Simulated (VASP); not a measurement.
# SiC62 (a cell with a defect) in VASP: notebook, part 2 of 2

VASP 6.6.1.

## 3. Hyperfine couplings, HSE06, collinear spin, ferromagnetic start

Contents of POSCAR:

```
SiC62                                   
1.0
    7.1440000000      0.0000000000      0.0000000000
    0.0000000000      7.1440000000      0.0000000000
    0.0000000000      0.0000000000      7.1440000000
  C               Si            
    62     1
Direct
     0.9852592312587433    0.2518504862662164    0.2518505279775877
     0.1216487900842813    0.3704828931032970    0.3704829111417228
     0.2518504633051395    0.9852591695732896    0.2518504622916578
     0.3704828531108540    0.1216487797696488    0.3704828486774447
     0.2518505221768513    0.2518505040936846    0.9852592681653177
     0.3704828525837797    0.3704829105279421    0.1216488163568272
     0.0002146019896845    0.0002146047733766    0.5010862142945202
     0.1247853608470719    0.1247853750026047    0.6239137439205250
     0.9994029664136306    0.2549325105639756    0.7469619572400472
     0.1255970187877126    0.3780380537306616    0.8700674567875228
     0.2549325389286523    0.9994029971087258    0.7469619579171134
     0.3780380061402102    0.1255970962929884    0.8700674480540586
     0.2478674885544221    0.2478675392664416    0.4968004237028680
     0.3740414908584817    0.3740415506057095    0.6221082040790469
     0.0002146083191519    0.5010862087786125    0.0002146483115164
     0.1247853950471285    0.6239137602524663    0.1247853847763777
     0.9994029182907975    0.7469618876613231    0.2549325237459203
     0.1255970784884642    0.8700674660521496    0.3780380449139781
     0.2478675652052637    0.4968004460728300    0.2478675593187022
     0.3740415622493407    0.6221082342010544    0.3740415620221390
     0.2549325101341178    0.7469619223221622    0.9994029618564794
     0.3780380718911917    0.8700674217635443    0.1255970138867125
     0.9992647225895193    0.5001698757715189    0.5001698697766084
     0.1257352986865817    0.6248301683688120    0.6248301938180343
     0.0033512529469906    0.7545171593688288    0.7545171411556670
     0.1397408026944845    0.8731495374126651    0.8731495341253612
     0.2513444143842853    0.5016697831811577    0.7474343986045554
     0.3775656227411104    0.6233301925454958    0.8736555889632713
     0.2513444383334322    0.7474343834228342    0.5016698102618291
     0.3775655954870278    0.8736556380855404    0.6233302093907159
     0.5010862273553994    0.0002145782767938    0.0002145735537283
     0.6239137151350894    0.1247853452794494    0.1247853632048483
     0.4968004204190480    0.2478674901079011    0.2478675185192699
     0.6221081848415442    0.3740414973200036    0.3740415180333859
     0.7469619479171010    0.9994029887540258    0.2549325232935088
     0.8700674500649741    0.1255970321198644    0.3780380565361651
     0.7469619565544515    0.2549325080040924    0.9994029678902275
     0.8700674660235643    0.3780379627428518    0.1255970497856935
     0.5001698141132714    0.9992647393408886    0.5001698419339827
     0.6248301472086731    0.1257353165339630    0.6248301088969913
     0.5016697765889575    0.2513444913962202    0.7474343415770707
     0.6233302406170449    0.3775656327449283    0.8736555434303558
     0.7545171004955885    0.0033512728569324    0.7545170781735810
     0.8731494819554783    0.1397406816058399    0.8731494380503617
     0.7474343719367141    0.2513444508436747    0.5016698112015674
     0.8736555943604321    0.3775656457242825    0.6233302516251044
     0.5001698675444939    0.5001698205163470    0.9992647330396717
     0.6248301852124973    0.6248301783451484    0.1257352872498494
     0.5016698166957594    0.7474343682459867    0.2513444105470821
     0.6233302378125875    0.8736556033506154    0.3775656032008118
     0.7474343696904154    0.5016697714831689    0.2513444306132849
     0.8736555769877061    0.6233302040653138    0.3775656199035765
     0.7545171530151850    0.7545171457621062    0.0033512395622306
     0.8731495221156166    0.8731495074816465    0.1397407721215770
     0.4994235455400440    0.4994235499655579    0.4994235579478507
     0.6255764765988647    0.6255764493122098    0.6255764494764512
     0.5028918365947749    0.7509584848832922    0.7509584574252063
     0.6281995719214875    0.8771324402240990    0.8771324143167858
     0.7509585072883196    0.5028918270620726    0.7509585375693283
     0.8771324990375980    0.6281995867946960    0.8771324570320099
     0.7509584776080115    0.7509584497348731    0.5028918071762921
     0.8771324318049916    0.8771324525641099    0.6281995577095826
     0.0624999864159120    0.0624999706174867    0.0624999938684380
```

Contents of INCAR.step1:

```
PREC     = Accurate       # precision mode
ENCUT    = 420            # plane-wave cutoff, eV
EDIFF    = 1E-5           # SCF threshold, eV
ISMEAR   = 0              # smearing method
SIGMA    = 0.01           # smearing width, eV
LREAL    = False          # projectors in reciprocal space
LASPH    = True           # aspherical terms in the spheres
NELM     = 100            # most SCF steps
ALGO     = Normal         # electronic algorithm
ISIF     = 2              # what is computed and relaxed
LWAVE    = True           # write WAVECAR
LCHARG   = False          # write CHGCAR
ISPIN    = 2              # spin polarisation
MAGMOM   = 0.32 0 0.32 0 0.32 0 0 0 0 0 0 0 0 0 0 0 0 0 0 0 0 0 0 0 0 0.32 0 0 0 0 0 0 0 0 0 0 0 0 0 0 0 0 0 0.32 0 0 0 0 0 0 0 0 0 0.32 0 0 0 0 0 0 0 0 0 # initial moments
LORBIT   = 11             # projections on sites
NUPDOWN  = 2              # fixed moment
ISYM     = 0            
NCORE    = 4            
LDMATRIX = True         
NGYROMAG = 10.7084 -8.4655
LEFG     = True         
GGA      = PE             # functional
```

Contents of INCAR.step2:

```
PREC     = Accurate       # precision mode
ENCUT    = 420            # plane-wave cutoff, eV
EDIFF    = 1E-6           # SCF threshold, eV
ISMEAR   = 0              # smearing method
SIGMA    = 0.01           # smearing width, eV
LREAL    = False          # projectors in reciprocal space
LASPH    = True           # aspherical terms in the spheres
NELM     = 100            # most SCF steps
ALGO     = Normal         # electronic algorithm
ISIF     = 2              # what is computed and relaxed
LWAVE    = False          # write WAVECAR
LCHARG   = False          # write CHGCAR
ISPIN    = 2              # spin polarisation
MAGMOM   = 0.32 0 0.32 0 0.32 0 0 0 0 0 0 0 0 0 0 0 0 0 0 0 0 0 0 0 0 0.32 0 0 0 0 0 0 0 0 0 0 0 0 0 0 0 0 0 0.32 0 0 0 0 0 0 0 0 0 0.32 0 0 0 0 0 0 0 0 0 # initial moments
LORBIT   = 11             # projections on sites
NUPDOWN  = 2              # fixed moment
GGA      = PE             # functional
LHFCALC  = True           # exact exchange
HFSCREEN = 0.2            # screening, 1/A
PRECFOCK = Normal       
LHYPERFINE= True         
ISYM     = 0            
NCORE    = 4            
LDMATRIX = True         
NGYROMAG = 10.7084 -8.4655
LEFG     = True         
ISTART   = 1
```

Contents of KPOINTS:

```
Automatic mesh
0
Gamma
  1 1 1
```

Potentials or basis: VASP PAW PBE potentials, release 64 (C, Si).

Run with:

```
$ cat potpaw_PBE.64/C/POTCAR potpaw_PBE.64/Si/POTCAR > POTCAR
$ cp INCAR.step1 INCAR
$ mpirun -np 8 vasp_std > vasp.out
$ cp INCAR.step2 INCAR
$ mpirun -np 8 vasp_std > vasp.out
```

OUTCAR:

```text
PREC = Accurate
   ENCUT = 420
   EDIFF = 1E-6
   ISMEAR = 0
   LREAL = False
   LASPH = True
   NELM = 100
   ISIF = 2
   ISPIN = 2
   LORBIT = 11
   NUPDOWN = 2
   GGA = PE
   LHFCALC = True
   HFSCREEN = 0.2
   PRECFOCK = Normal
   ISYM = 0
   ISTART = 1

 ion  position               nearest neighbor table
   1  0.985  0.252  0.252-  38 1.52  36 1.52   2 1.54  63 1.99
   2  0.122  0.370  0.370-   1 1.54  13 1.55  19 1.55  23 1.58
   3  0.252  0.985  0.252-  18 1.52  22 1.52   4 1.54  63 1.99
   4  0.370  0.122  0.370-   3 1.54  33 1.55  13 1.55  39 1.58
   5  0.252  0.252  0.985-  12 1.52  10 1.52   6 1.54  63 1.99
   6  0.370  0.370  0.122-   5 1.54  19 1.55  33 1.55  47 1.58
[... 54 lines left out ...]
  61  0.751  0.751  0.503-  56 1.54  52 1.55  50 1.55  62 1.56
  62  0.877  0.877  0.628-   7 1.54  43 1.55  25 1.55  61 1.56
  63  0.062  0.062  0.062-  26 1.99  54 1.99   3 1.99  44 1.99   1 1.99   5 1.99

IMPORTANT INFORMATION: All symmetrisations will be switched off!
NOSYMM: (Re-)initialisation of all symmetry stuff for point group C_1.

----------------------------------------------------------------------------------------

                                     Primitive cell
[... 987 lines left out ...]
 ----------------------------------------------------------------------
  ion      A_xx      A_yy      A_zz     asymmetry (A_yy - A_xx)/ A_zz
 ----------------------------------------------------------------------
   1      34.568    33.934    68.675      -0.009
   2      -4.360    -2.169    -4.767      -0.460
   3      34.568    33.934    68.675      -0.009
   4      -4.360    -2.169    -4.767      -0.460
   5      34.568    33.934    68.675      -0.009
   6      -4.361    -2.169    -4.767      -0.460
[... 55 lines left out ...]
  62       0.554     0.159     1.694      -0.233
  63      78.311    73.576    78.311      -0.060
 ---------------------------------------------------------------------

 Spin-spin contribution to zero-field splitting tensor (MHz)
 ---------------------------------------------------------------
      D_xx      D_yy      D_zz      D_xy      D_xz      D_yz
 ---------------------------------------------------------------
      0.001     0.001    -0.002   351.613   351.613   351.613
 ---------------------------------------------------------------

 after diagonalization
 ---------------------------------------------
     D_diag          eigenvector (x,y,z)
 ---------------------------------------------
   -351.612       0.660    -0.746     0.086
   -351.614      -0.481    -0.331     0.812
    703.226       0.577     0.577     0.577
---------------------------------------------

 total charge

# of ion       s       p       d       tot
------------------------------------------
    1        0.840   1.746   0.000   2.585
    2        0.828   1.724   0.000   2.552
    3        0.840   1.746   0.000   2.585
    4        0.828   1.724   0.000   2.552
    5        0.840   1.746   0.000   2.585
    6        0.828   1.724   0.000   2.552
[... 55 lines left out ...]
   62        0.829   1.744   0.000   2.574
   63        0.697   1.025   0.000   1.722
--------------------------------------------------
tot         52.331 109.396   0.000 161.727

 magnetization (x)

# of ion       s       p       d       tot
------------------------------------------
    1        0.013   0.127   0.000   0.139
    2       -0.001   0.003   0.000   0.002
    3        0.013   0.127   0.000   0.139
    4       -0.001   0.003   0.000   0.002
    5        0.013   0.127   0.000   0.139
    6       -0.001   0.003   0.000   0.002
[... 55 lines left out ...]
   62        0.000   0.006   0.000   0.006
   63       -0.017  -0.040   0.000  -0.058
--------------------------------------------------
tot          0.074   1.318   0.000   1.392
```

OUTCAR.step1:

```text
PREC = Accurate
   ENCUT = 420
   EDIFF = 1E-5
   ISMEAR = 0
   LREAL = False
   LASPH = True
   NELM = 100
   ISIF = 2
   ISPIN = 2
   LORBIT = 11
   NUPDOWN = 2
   ISYM = 0
[... 1004 lines left out ...]
--------------------------------------------------
tot         52.028 109.864   0.000 161.892

 magnetization (x)

# of ion       s       p       d       tot
------------------------------------------
    1        0.011   0.112   0.000   0.123
    2       -0.001   0.005   0.000   0.005
    3        0.011   0.112   0.000   0.123
    4       -0.001   0.005   0.000   0.005
    5        0.011   0.112   0.000   0.123
    6       -0.001   0.005   0.000   0.005
[... 55 lines left out ...]
   62        0.000   0.007   0.000   0.007
   63       -0.008  -0.020   0.000  -0.028
--------------------------------------------------
tot          0.075   1.314   0.000   1.389
```

OSZICAR.step1:

```text
N       E                     dE             d eps       ncg     rms          rms(c)
DAV:   1     0.750144816777E+03    0.75014E+03   -0.11756E+05   640   0.130E+03
DAV:   2    -0.514991203172E+03   -0.12651E+04   -0.12115E+04   800   0.273E+02
DAV:   3    -0.578508427870E+03   -0.63517E+02   -0.62783E+02   768   0.604E+01
DAV:   4    -0.579693244169E+03   -0.11848E+01   -0.11817E+01   768   0.868E+00
DAV:   5    -0.579722114098E+03   -0.28870E-01   -0.28843E-01   768   0.127E+00    0.321E+01
DAV:   6    -0.564061851367E+03    0.15660E+02   -0.13525E+01   720   0.863E+00    0.190E+01
DAV:   7    -0.559034573173E+03    0.50273E+01   -0.13147E+01   728   0.860E+00    0.498E+00
DAV:   8    -0.559078657613E+03   -0.44084E-01   -0.43650E-01   752   0.183E+00    0.238E+00
DAV:   9    -0.559100601346E+03   -0.21944E-01   -0.75090E-02   744   0.827E-01    0.737E-01
DAV:  10    -0.559102225328E+03   -0.16240E-02   -0.92174E-03   752   0.293E-01    0.235E-01
DAV:  11    -0.559102521313E+03   -0.29599E-03   -0.20213E-03   760   0.119E-01    0.792E-02
DAV:  12    -0.559102697813E+03   -0.17650E-03   -0.33003E-04   760   0.517E-02    0.384E-02
DAV:  13    -0.559102755330E+03   -0.57517E-04   -0.54474E-05   736   0.225E-02    0.224E-02
DAV:  14    -0.559102778021E+03   -0.22691E-04   -0.14315E-05   496   0.122E-02    0.924E-03
DAV:  15    -0.559102780653E+03   -0.26315E-05   -0.40836E-06   464   0.649E-03
   1 F= -.55910278E+03 E0= -.55910278E+03  d E =-.458638E-13  mag=     2.0000
```

Run time: 3.2 min. Hardware: 8 MPI ranks of Intel Xeon Platinum 8559C (Emerald Rapids), shared host; peak memory 0.29 GiB.

Results:

```
Free energy                                           : -651.3382 eV
Largest force                                         : 0.123 eV/Å
Net moment                                            : 2.00 μB per cell
Site moments                                          : C +0.14, +0.00, +0.01, +0.02; Si -0.06 μB
Valence electrons inside the program's atomic spheres : C 2.58, 2.55, 2.57, 2.59; Si 1.72
```

Forces on the atoms (eV/Å):
```
C   -0.101  0.049  0.049
C    0.049  0.037  0.037
C    0.049 -0.101  0.049
C    0.037  0.049  0.037
C    0.049  0.049 -0.101
C    0.037  0.037  0.049
C   -0.014 -0.014 -0.006
C    0.014  0.014  0.006
C    0.023  0.013 -0.015
C   -0.023  0.015 -0.013
C    0.013  0.023 -0.015
C    0.015 -0.023 -0.013
C   -0.015 -0.015 -0.009
C    0.020  0.020  0.015
C   -0.014 -0.006 -0.014
C    0.014  0.006  0.014
C    0.023 -0.015  0.013
C   -0.023 -0.013  0.015
C   -0.015 -0.009 -0.015
C    0.020  0.015  0.020
C    0.013 -0.015  0.023
C    0.015 -0.013 -0.023
C   -0.036 -0.018 -0.018
C    0.036  0.018  0.018
C   -0.049 -0.037 -0.037
C    0.101 -0.049 -0.049
C   -0.006 -0.024 -0.007
C    0.007  0.024  0.006
C   -0.006 -0.007 -0.024
C    0.007  0.006  0.024
C   -0.006 -0.014 -0.014
C    0.006  0.014  0.014
C   -0.009 -0.015 -0.015
C    0.015  0.020  0.020
C   -0.015  0.023  0.013
C   -0.013 -0.023  0.015
C   -0.015  0.013  0.023
C   -0.013  0.015 -0.023
C   -0.018 -0.036 -0.018
C    0.018  0.036  0.018
C   -0.024 -0.006 -0.007
C    0.024  0.007  0.006
C   -0.037 -0.049 -0.037
C   -0.049  0.101 -0.049
C   -0.007 -0.006 -0.024
C    0.006  0.007  0.024
C   -0.018 -0.018 -0.036
C    0.018  0.018  0.036
C   -0.024 -0.007 -0.006
C    0.024  0.006  0.007
C   -0.007 -0.024 -0.006
C    0.006  0.024  0.007
C   -0.037 -0.037 -0.049
C   -0.049 -0.049  0.101
C   -0.007 -0.007 -0.007
C    0.007  0.007  0.007
C   -0.015 -0.020 -0.020
C    0.009  0.015  0.015
C   -0.020 -0.015 -0.020
C    0.015  0.009  0.015
C   -0.020 -0.020 -0.015
C    0.015  0.015  0.009
Si   0.000  0.000  0.000
```

Electric field gradients, principal values (V/Å²):
```tsv
atom	Vxx	Vyy	Vzz
1 C	5.251	8.022	-13.272
2 C	-2.881	-3.021	5.902
3 C	5.251	8.022	-13.272
4 C	-2.881	-3.021	5.902
5 C	5.251	8.022	-13.272
6 C	-2.881	-3.021	5.902
7 C	-0.619	-2.549	3.168
8 C	-0.619	-2.550	3.168
9 C	-0.898	-3.307	4.205
10 C	-0.898	-3.307	4.205
11 C	-0.898	-3.307	4.205
12 C	-0.898	-3.307	4.205
13 C	0.336	1.698	-2.034
14 C	0.270	0.566	-0.836
15 C	-0.619	-2.550	3.168
16 C	-0.619	-2.549	3.168
17 C	-0.898	-3.307	4.205
18 C	-0.898	-3.307	4.205
19 C	0.336	1.698	-2.034
20 C	0.270	0.566	-0.836
21 C	-0.898	-3.307	4.205
22 C	-0.898	-3.307	4.205
23 C	-2.237	-2.473	4.710
24 C	-2.237	-2.473	4.710
25 C	-2.881	-3.021	5.902
26 C	5.251	8.022	-13.272
27 C	-0.117	-1.390	1.507
28 C	-0.117	-1.390	1.507
29 C	-0.117	-1.390	1.507
30 C	-0.117	-1.390	1.507
31 C	-0.619	-2.550	3.168
32 C	-0.619	-2.550	3.168
33 C	0.336	1.698	-2.034
34 C	0.270	0.566	-0.836
35 C	-0.898	-3.307	4.205
36 C	-0.898	-3.307	4.205
37 C	-0.898	-3.307	4.205
38 C	-0.898	-3.307	4.205
39 C	-2.237	-2.473	4.710
40 C	-2.237	-2.473	4.710
41 C	-0.117	-1.390	1.507
42 C	-0.117	-1.390	1.507
43 C	-2.881	-3.021	5.902
44 C	5.251	8.022	-13.272
45 C	-0.117	-1.390	1.507
46 C	-0.117	-1.390	1.507
47 C	-2.237	-2.473	4.710
48 C	-2.237	-2.473	4.710
49 C	-0.117	-1.390	1.507
50 C	-0.117	-1.390	1.507
51 C	-0.117	-1.390	1.507
52 C	-0.117	-1.390	1.507
53 C	-2.881	-3.021	5.902
54 C	5.251	8.022	-13.272
55 C	-0.898	-0.898	1.795
56 C	-0.898	-0.898	1.795
57 C	0.270	0.566	-0.836
58 C	0.336	1.698	-2.034
59 C	0.270	0.566	-0.836
60 C	0.336	1.698	-2.034
61 C	0.270	0.566	-0.836
62 C	0.336	1.698	-2.034
63 Si	-6.887	-6.888	13.775
```

Hyperfine coupling, principal values (MHz):
| atom | values |
| --- | --- |
| 1 C | 34.6, 33.9, 68.7 |
| 2 C | -4.4, -2.2, -4.8 |
| 3 C | 34.6, 33.9, 68.7 |
| 4 C | -4.4, -2.2, -4.8 |
| 5 C | 34.6, 33.9, 68.7 |
| 6 C | -4.4, -2.2, -4.8 |
| 7 C | -0.2, 0.2, -0.9 |
| 8 C | -0.2, 0.2, -0.9 |
| 9 C | 1.9, -1.7, -2.3 |
| 10 C | 1.9, -1.7, -2.3 |
| 11 C | 1.9, -1.7, -2.3 |
| 12 C | 1.9, -1.7, -2.3 |
| 13 C | 0.6, 0.2, 1.7 |
| 14 C | -0.1, 0.0, -1.2 |
| 15 C | -0.2, 0.2, -0.9 |
| 16 C | -0.2, 0.2, -0.9 |
| 17 C | 1.9, -1.7, -2.3 |
| 18 C | 1.9, -1.7, -2.3 |
| 19 C | 0.6, 0.2, 1.7 |
| 20 C | -0.1, 0.0, -1.2 |
| 21 C | 1.9, -1.7, -2.3 |
| 22 C | 1.9, -1.7, -2.3 |
| 23 C | 5.3, 2.3, 6.4 |
| 24 C | 5.3, 2.3, 6.4 |
| 25 C | -4.4, -2.2, -4.8 |
| 26 C | 34.6, 33.9, 68.7 |
| 27 C | 3.3, 2.0, 6.8 |
| 28 C | 3.3, 2.0, 6.8 |
| 29 C | 3.3, 2.0, 6.8 |
| 30 C | 3.3, 2.0, 6.8 |
| 31 C | -0.2, 0.2, -0.9 |
| 32 C | -0.2, 0.2, -0.9 |
| 33 C | 0.6, 0.2, 1.7 |
| 34 C | -0.1, 0.0, -1.2 |
| 35 C | 1.9, -1.7, -2.3 |
| 36 C | 1.9, -1.7, -2.3 |
| 37 C | 1.9, -1.7, -2.3 |
| 38 C | 1.9, -1.7, -2.3 |
| 39 C | 5.3, 2.3, 6.4 |
| 40 C | 5.3, 2.3, 6.4 |
| 41 C | 3.3, 2.0, 6.8 |
| 42 C | 3.3, 2.0, 6.8 |
| 43 C | -4.4, -2.2, -4.8 |
| 44 C | 34.6, 33.9, 68.7 |
| 45 C | 3.3, 2.0, 6.8 |
| 46 C | 3.3, 2.0, 6.8 |
| 47 C | 5.3, 2.3, 6.4 |
| 48 C | 5.3, 2.3, 6.4 |
| 49 C | 3.3, 2.0, 6.8 |
| 50 C | 3.3, 2.0, 6.8 |
| 51 C | 3.3, 2.0, 6.8 |
| 52 C | 3.3, 2.0, 6.8 |
| 53 C | -4.4, -2.2, -4.8 |
| 54 C | 34.6, 33.9, 68.7 |
| 55 C | 0.8, -0.5, 0.8 |
| 56 C | 0.8, -0.5, 0.8 |
| 57 C | -0.1, 0.0, -1.2 |
| 58 C | 0.6, 0.2, 1.7 |
| 59 C | -0.1, 0.0, -1.2 |
| 60 C | 0.6, 0.2, 1.7 |
| 61 C | -0.1, 0.0, -1.2 |
| 62 C | 0.6, 0.2, 1.7 |
| 63 Si | 78.3, 73.6, 78.3 |

Caveat: the PAW data sets were made with another functional, which shifts forces and pressure a little; the total moment is fixed, so each spin has its own Fermi level.
